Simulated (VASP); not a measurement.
# NaF (Villiaumite) (Fm-3m) in VASP: notebook

The runs below take NaF (Villiaumite) through phonons, dielectric tensor, band structure, with LDA, PBE.

All numbers are computed with VASP 6.6.1; they aren't measurements. Logs are shortened: lines on timing, memory, paths and dates and some standing lists are left out, and cuts for length are marked.

**1. The structure**

It takes space group Fm-3m (No. 225, cubic). Conventional cell: a = 4.498 Å, b = 4.498 Å, c = 4.498 Å, α = 90.00°, β = 90.00°, γ = 90.00°. Around Na (site symmetry m-3m) lie 6 F at 2.25 Å. F (site symmetry m-3m) has 6 Na at 2.25 Å as nearest neighbours.

**2. Phonons, LDA**

POSCAR

```
NaF
1.0
    0.0000000000      2.2490856905      2.2490856905
    2.2490856905      0.0000000000      2.2490856905
    2.2490856905      2.2490856905      0.0000000000
  Na              F
     1     1
Direct
     0.0000000000000000    0.0000000000000000    0.0000000000000000
     0.5000000000000000    0.5000000000000000    0.5000000000000000
```

INCAR.step1

```
PREC = Accurate ; ENCUT = 600
EDIFF = 1E-8 ; ISMEAR = 0
SIGMA = 0.03 ; LREAL = F
LASPH = T ; NELM = 80
ALGO = Normal ; ISIF = 3
LWAVE = F ; LCHARG = F
GGA = CA ; PSTRESS = 15.0
IBRION = 2 ; NSW = 40
EDIFFG = -0.002
```

INCAR.step2

```
PREC = Accurate ; ENCUT = 600
EDIFF = 1E-8 ; ISMEAR = 0
SIGMA = 0.03 ; LREAL = F
LASPH = T ; NELM = 80
ALGO = Normal ; ISIF = 2
LWAVE = F ; LCHARG = F
GGA = CA ; PSTRESS = 15.0
IBRION = 6 ; NFREE = 2
POTIM = 0.015 ; NSW = 1
```

KPOINTS

```
regular mesh
0
Gamma
  10 10 10
```

Potentials or basis: VASP PAW LDA potentials, release 64 (Na_pv, F).

The run is started by

```console
cat potpaw_LDA.64/Na_pv/POTCAR potpaw_LDA.64/F/POTCAR > POTCAR
cp INCAR.step1 INCAR
mpirun -np 1 vasp_std > vasp.out
cp CONTCAR POSCAR
cp INCAR.step2 INCAR
mpirun -np 1 vasp_std > vasp.out
```

OUTCAR:

```text
PREC = Accurate
   ENCUT = 600
   EDIFF = 1E-8
   ISMEAR = 0
   LREAL = F
   LASPH = T
   NELM = 80
   ISIF = 2
   GGA = CA
   PSTRESS = 15.0
   IBRION = 6
   NFREE = 2
   POTIM = 0.015
   NSW = 1

 ion  position               nearest neighbor table
   1  0.000  0.000  0.000-   2 2.23   2 2.23   2 2.23   2 2.23   2 2.23   2 2.23
   2  0.500  0.500  0.500-   1 2.23   1 2.23   1 2.23   1 2.23   1 2.23   1 2.23

  LATTYP: Found a face centered cubic cell.
 ALAT       =     4.4649239022

  Lattice vectors:

 A1 = (   0.0000000000,   2.2324619511,   2.2324619511)
 A2 = (   2.2324619511,   0.0000000000,   2.2324619511)
 A3 = (   2.2324619511,   2.2324619511,   0.0000000000)

Analysis of symmetry for initial positions (statically):
=====================================================================
 Subroutine PRICEL returns:
 Original cell was already a primitive cell.

 Routine SETGRP: Setting up the symmetry group for a
 face centered cubic supercell.

 Subroutine GETGRP returns: Found 48 space group operations
 (whereof 48 operations were pure point group operations)
 out of a pool of 48 trial point group operations.

The static configuration has the point symmetry O_h .

Analysis of symmetry for dynamics (positions and initial velocities):
=====================================================================
 Subroutine PRICEL returns:
 Original cell was already a primitive cell.

 Routine SETGRP: Setting up the symmetry group for a
 face centered cubic supercell.

 Subroutine GETGRP returns: Found 48 space group operations
 (whereof 48 operations were pure point group operations)
 out of a pool of 48 trial point group operations.

The dynamic configuration has the point symmetry O_h .

 Subroutine INISYM returns: Found 48 space group operations
 (whereof 48 operations are pure point group operations),
 and found     1 'primitive' translations

----------------------------------------------------------------------------------------

                                     Primitive cell

  volume of cell :      22.2527

  direct lattice vectors                    reciprocal lattice vectors
     0.000000000  2.232461951  2.232461951    -0.223967983  0.223967983  0.223967983
     2.232461951  0.000000000  2.232461951     0.223967983 -0.223967983  0.223967983
     2.232461951  2.232461951  0.000000000     0.223967983  0.223967983 -0.223967983

  length of vectors
     3.157177969  3.157177969  3.157177969     0.387923926  0.387923926  0.387923926

  position of ions in fractional coordinates (direct lattice)
     0.000000000  0.000000000  0.000000000
     0.500000000  0.500000000  0.500000000

  ion indices of the primitive-cell ions
   primitive index   ion index
                 1           1
                 2           2

----------------------------------------------------------------------------------------

 KPOINTS: regular mesh

Automatic generation of k-mesh.
 Grid dimensions read from file:
 generate k-points for:   10   10   10

 Generating k-lattice:

  Cartesian coordinates                     Fractional coordinates (reciprocal lattice)
    -0.022396798  0.022396798  0.022396798     0.100000000  0.000000000  0.000000000
     0.022396798 -0.022396798  0.022396798     0.000000000  0.100000000  0.000000000
     0.022396798  0.022396798 -0.022396798     0.000000000  0.000000000  0.100000000

  Length of vectors
     0.038792393  0.038792393  0.038792393

  Shift w.r.t. Gamma in fractional coordinates (k-lattice)
     0.000000000  0.000000000  0.000000000

 Subroutine IBZKPT returns following result:
 ===========================================

 Found     47 irreducible k-points:

 Following reciprocal coordinates:
            Coordinates               Weight
  0.000000  0.000000  0.000000      1.000000
  0.100000  0.000000  0.000000      8.000000
  0.200000  0.000000  0.000000      8.000000
  0.300000  0.000000  0.000000      8.000000
  0.400000  0.000000  0.000000      8.000000
  0.500000  0.000000  0.000000      4.000000
[... 16 lines left out ...]
  0.300000  0.300000  0.000000      6.000000
  0.400000  0.300000  0.000000     24.000000
 [... further k-points ...]
   k-points           NKPTS =     47   k-points in BZ     NKDIM =     47   number of bands    NBANDS=     11
   number of dos      NEDOS =    301   number of ions     NIONS =      2
   total plane-waves  NPLWV =  21952
   dimension x,y,z NGX =    28 NGY =   28 NGZ =   28
   dimension x,y,z NGXF=    56 NGYF=   56 NGZF=   56
   ions per type =               1   1
   NGX,Y,Z   is equivalent  to a cutoff of  14.74, 14.74, 14.74 a.u.
   NGXF,Y,Z  is equivalent  to a cutoff of  29.49, 29.49, 29.49 a.u.
 SYSTEM =  unknown system
   PREC   = accura    normal or accurate (medium, high low for compatibility)
   ISTART =      0    job   : 0-new  1-cont  2-samecut
   ICHARG =      2    charge: 1-file 2-atom 10-const
   ISPIN  =      1    spin polarized calculation?
   LNONCOLLINEAR =      F non collinear calculations
   LSORBIT =      F    spin-orbit coupling
   LASPH  =      T    aspherical Exc in radial PAW
   ENCUT  =  600.0 eV  44.10 Ry    6.64 a.u.   6.31  6.31  6.31*2*pi/ulx,y,z
   NELM   =     80;   NELMIN=  2; NELMDL=  0     # of ELM steps
   EDIFF  = 0.1E-07   stopping-criterion for ELM
   LREAL  =      F    real-space projection
   EDIFFG = 0.1E-06   stopping-criterion for IOM
   NSW    =     61    number of steps for IOM
   IBRION =      6    ionic relax: 0-MD 1-quasi-New 2-CG
   NFREE  =      2    steps in history (QN), initial steepest desc. (CG)
   ISIF   =      2    stress and relaxation
   ISYM   =      2    0-nonsym 1-usesym 2-fastsym
   POTIM  = 0.0150    time-step for ionic-motion
   TEBEG  =    0.0;   TEEND  =   0.0 temperature during run
   PSTRESS=   15.0 pullay stress
   NELECT =      14.0000    total number of electrons
   NUPDOWN=      -1.0000    fix difference up-down
   EMIN   =  10.00;   EMAX   =-10.00  energy-range for DOS
   EFERMI =   0.00;   METHOD = LEGACY
   ISMEAR =     0;   SIGMA  =   0.03  broadening in eV -4-tet -1-fermi 0-gaus
   EFERMI_NEDOS =   21; number of points for ismear=-14 and -15
   IALGO  =     38    algorithm
   IMIX   =      4    mixing-type and parameters
     AMIX     =   0.40;   BMIX     =  1.00
     AMIX_MAG =   1.60;   BMIX_MAG =  1.00
  volume/ion in A,a.u.               =      11.13        75.08
  Fermi-wavevector in a.u.,A,eV,Ry     =   1.402782  2.650873 26.773499  1.967797
  Thomas-Fermi vector in A             =   2.525509
   LORBIT       =      0    0 simple, 1 ext, 2 COOP (PROOUT), +10 PAW based schemes
   GGA     = CA    functional components
   LHFCALC =     F    Hartree Fock is set to
   AEXX    =    0.0000 exact exchange contribution
   IVDW    =     0    specifies the selected vdW correction
   LEPSILON=     F    determine dielectric tensor
   LRPA    =     F    only Hartree local field effects (RPA)
 finite differences with symmetry
 non-spin polarized calculation
 Gauss-broadening in eV      SIGMA  =   0.03
  energy-cutoff  :      600.00
  volume of cell :       22.25
 maximum number of plane-waves:       757
 NGX is ok and might be reduce to    28
   NGX = 13   NGY = 13   NGZ = 13

--------------------------------------- Ionic step        1  -------------------------------------------

 number of electron      13.9999999 magnetization

 Free energy of the ion-electron system (eV)
  ---------------------------------------------------
  ext. energy  EPLUGINS =         0.00000000
  ---------------------------------------------------
  free energy    TOTEN  =        -9.33064073 eV

  energy without entropy =       -9.33064073  energy(sigma->0) =       -9.33064073

------------------------ aborting loop because EDIFF is reached ----------------------------------------

  FORCE on cell =-STRESS in cart. coord.  units (eV):
  Direction    XX          YY          ZZ          XY          YZ          ZX
  --------------------------------------------------------------------------------------
  -------------------------------------------------------------------------------------
  Total        0.2127151      0.2127151      0.2127151     -0.0000000      0.0000000     -0.0000000
  in kB       15.3153390     15.3153390     15.3153390     -0.0000000      0.0000000     -0.0000000
  external PRESSURE =       0.3153390 kB  Pullay stress =      15.0000000 kB
[... 137 lines left out ...]
  enthalpy is  TOTEN    =        -9.1219297590 eV   P V=        0.2083353034

--------------------------------------- Ionic step        5  -------------------------------------------

 number of electron      14.0000000 magnetization

 Free energy of the ion-electron system (eV)
  ---------------------------------------------------
  ext. energy  EPLUGINS =         0.00000000
  ---------------------------------------------------
  free energy    TOTEN  =        -9.33026506 eV

  energy without entropy =       -9.33026506  energy(sigma->0) =       -9.33026506

 E-fermi :  -1.8544     XC(G=0): -10.5156

 val. band max:       -1.9859900676   @ k =   0.0000   0.0000   0.0000
 cond. band min:       4.6035705647   @ k =   0.0000   0.0000   0.0000
 fundamental gap:      6.5895606324
 Fermi energy:        -1.8543601578

 k-point     1 :       0.0000    0.0000    0.0000
  band No.  band energies     occupation
      1     -20.9615      2.00000
      2     -20.4383      2.00000
      3     -20.4383      2.00000
      4     -20.4377      2.00000
      5      -1.9860      2.00000
      6      -1.9860      2.00000
      7      -1.9860      2.00000
      8       4.6036      0.00000
      9      17.3207      0.00000
     10      17.3211      0.00000
     11      17.3211      0.00000
[... 309 lines left out ...]
 k-point    24 :       0.4000    0.3000    0.0000
  band No.  band energies     occupation
      1     -21.2011      2.00000
      2     -20.5130      2.00000
      3     -20.5001      2.00000
      4     -20.0272      2.00000
      5      -3.3976      2.00000
      6      -2.4439      2.00000
      7      -2.3750      2.00000
      8       9.1215      0.00000
      9      11.8506      0.00000
     10      15.5173      0.00000
     11      18.5171      0.00000

 [... further k-points ...]

------------------------ aborting loop because EDIFF is reached ----------------------------------------

  FORCE on cell =-STRESS in cart. coord.  units (eV):
  Direction    XX          YY          ZZ          XY          YZ          ZX
  --------------------------------------------------------------------------------------
  -------------------------------------------------------------------------------------
  Total        0.2172546      0.2115320      0.2115320     -0.0000000      0.0000000      0.0000000
  in kB       15.6421852     15.2301591     15.2301591     -0.0000000      0.0000000      0.0000000
  external PRESSURE =       0.3675012 kB  Pullay stress =      15.0000000 kB
[... 17 lines left out ...]
  FREE ENERGIE OF THE ION-ELECTRON SYSTEM (eV)
  ---------------------------------------------------
  free  energy   TOTEN  =        -9.3302650628 eV

  energy  without entropy=       -9.3302650628  energy(sigma->0) =       -9.33026506

  enthalpy is  TOTEN    =        -9.1219297593 eV   P V=        0.2083353034

 INTERNAL STRAIN TENSORS FROM DISPLACED ATOMS
 ============================================

 INTERNAL STRAIN TENSOR FOR ION    1 for displacements in x,y,z  (eV/Angst):
          X           Y           Z          XY          YZ          ZX
  --------------------------------------------------------------------------------
  x     0.00000     0.00000     0.00000     0.00000     0.00000     0.00000
  y     0.00000     0.00000     0.00000     0.00000     0.00000     0.00000
  z     0.00000     0.00000     0.00000     0.00000     0.00000     0.00000

 INTERNAL STRAIN TENSOR FOR ION    2 for displacements in x,y,z  (eV/Angst):
          X           Y           Z          XY          YZ          ZX
  --------------------------------------------------------------------------------
  x     0.00000     0.00000     0.00000     0.00000     0.00000     0.00000
  y     0.00000     0.00000     0.00000     0.00000     0.00000     0.00000
  z     0.00000     0.00000     0.00000     0.00000     0.00000     0.00000

 Eigenvectors and eigenvalues of the dynamical matrix
 ----------------------------------------------------

   1 f  =    8.870168 THz    55.732911 2PiTHz  295.876967 cm-1    36.684052 meV
             X         Y         Z           dx          dy          dz
      0.000000  0.000000  0.000000    -0.572351   -0.348146   -0.066021
      2.232462  2.232462  2.232462     0.628746    0.382450    0.072526

   2 f  =    8.870168 THz    55.732911 2PiTHz  295.876967 cm-1    36.684052 meV
             X         Y         Z           dx          dy          dz
      0.000000  0.000000  0.000000     0.283743   -0.525407    0.310786
      2.232462  2.232462  2.232462    -0.311700    0.577177   -0.341408
[... 11 lines left out ...]
   5 f/i=    0.006131 THz     0.038519 2PiTHz    0.204493 cm-1     0.025354 meV
             X         Y         Z           dx          dy          dz
      0.000000  0.000000  0.000000     0.174921   -0.440802    0.567403
      2.232462  2.232462  2.232462     0.159232   -0.401264    0.516510

   6 f/i=    0.006131 THz     0.038519 2PiTHz    0.204493 cm-1     0.025354 meV
             X         Y         Z           dx          dy          dz
      0.000000  0.000000  0.000000    -0.136989    0.552803    0.471691
      2.232462  2.232462  2.232462    -0.124702    0.503220    0.429383

 ELASTIC MODULI CONTR FROM IONIC RELAXATION (kBar)
 Direction    XX          YY          ZZ          XY          YZ          ZX
 --------------------------------------------------------------------------------
 XX           0.0000      0.0000      0.0000      0.0000      0.0000      0.0000
 YY           0.0000      0.0000      0.0000      0.0000      0.0000      0.0000
 ZZ           0.0000      0.0000      0.0000      0.0000      0.0000      0.0000
 XY           0.0000      0.0000      0.0000      0.0000      0.0000      0.0000
 YZ           0.0000      0.0000      0.0000      0.0000      0.0000      0.0000
 ZX           0.0000      0.0000      0.0000      0.0000      0.0000      0.0000
 --------------------------------------------------------------------------------
```

It took 2.2 min on 1 thread of Intel Xeon Platinum 8375C at 2.90GHz (Ice Lake), shared host; peak memory 0.17 GiB.

Results:

```
Relaxed volume                                          : 11.13 Å³/atom
Relaxed cell                                            : a = 3.157 Å, b = 3.157 Å, c = 3.157 Å, α = 60.00°, β = 60.00°, γ = 60.00°
Space group after relaxing (to 0.05 Å)                  : Fm-3m (No. 225)
Highest phonon frequency at Γ, LO-TO splitting left out : 296 cm⁻¹
```

Step by step:
```csv
step,energy change (eV),largest force (eV/Å),pressure (GPa),volume (Å³)
1,0.0000,0.0000,0.05,22.75
2,0.0011,0.0000,1.00,22.42
3,0.0024,0.0000,1.49,22.25
```

Final structure:
```
CELL_PARAMETERS angstrom
0.00000 2.23246 2.23246
2.23246 0.00000 2.23246
2.23246 2.23246 0.00000
ATOMIC_POSITIONS crystal
Na 0.00000 0.00000 0.00000
F 0.50000 0.50000 0.50000
```

Phonon frequencies in cm⁻¹ (negative: imaginary):
```
              q point        frequencies
(0.000, 0.000, 0.000)  0 0 0 296 296 296
```

[end of part 1 of 2]
